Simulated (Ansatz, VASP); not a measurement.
# Two plane-wave programs on NaH

File POSCAR:

```
NaH
1.0
    3.0130823222      0.0000000000      0.0000000000
    0.0000000000      3.0130823222      0.0000000000
    0.0000000000      0.0000000000      3.0130823222
Na H
1 1
Direct
    0.0000000000      0.0000000000      0.0000000000
    0.5000000000      0.5000000000      0.5000000000
```

INCAR.step1

```
SYSTEM = NaH
  PREC = Accurate
  ENCUT = 520
  ISMEAR = 0
  SIGMA = 0.01
  LREAL = .False.
  LASPH = .True.
  NELM = 80
  NBANDS = 11
  GGA = PE
  ALGO = Normal
  EDIFF = 1E-4
  LWAVE = .True.
  LCHARG = .False.
```

File INCAR.step2:

```
SYSTEM = NaH
  PREC = Accurate
  ENCUT = 520
  EDIFF = 1E-6
  ISMEAR = 0
  SIGMA = 0.01
  LREAL = .False.
  LASPH = .True.
  NELM = 80
  ALGO = Normal
  ISIF = 2
  LWAVE = .False.
  LCHARG = .False.
  METAGGA = R2SCAN
  LMIXTAU = .True.
  NBANDS = 11
  ISTART = 1
```

KPOINTS

```
regular mesh
0
Gamma
  6 6 6
  0 0 0
```

Input for Ansatz:

```yaml
crystal:
  lattice:
    - [3.0130823222476297, 0.0, 0.0]
    - [0.0, 3.0130823222476297, 0.0]
    - [0.0, 0.0, 3.0130823222476297]
  atoms:
    - { symbol: Na, position: [0.0, 0.0, 0.0] }
    - { symbol: H, position: [0.5, 0.5, 0.5] }
basis:
  ecutwfc: 653.073269903712
kpoints:
  mp_grid:
    grid: [6, 6, 6]
hamiltonian:
  xc: r2scan
scf:
  convergence:
    dr2_threshold: 1.0e-07
  occupations:
    method: fixed
output:
  stress: true
```

The cell comes from a database or a generator and needn't be the stable form of this composition.

Alike in both runs: task single point; functional r2SCAN; k mesh 6 × 6 × 6; no spin polarisation.

|  | VASP | Ansatz |
| --- | --- | --- |
| version | VASP 6.6.1 | Ansatz 0.2.0 |
| potentials or method | VASP PAW PBE potentials, release 64 (Na_pv, H) | plane waves, PAW |
| plane-wave cutoff (eV) | 520 | 653 |
| occupations | gaussian, width 0.01 eV | fixed |
| valence electrons in the cell | 8 | 10 |

VASP gave:

- pressure (GPa): -2.0

Q: What did Ansatz give for the same quantities?

A: Pressure (GPa): -1.8.

The two sets of potentials don't hold the same shells in valence. Ansatz warned: «stress_scf_threshold_loose».

Caveats: the PAW data sets were made with another functional, which shifts forces and pressure a little (VASP). A k mesh can miss the band edges. r2SCAN opens gaps a little over a GGA but as a rule still falls short of measured ones.
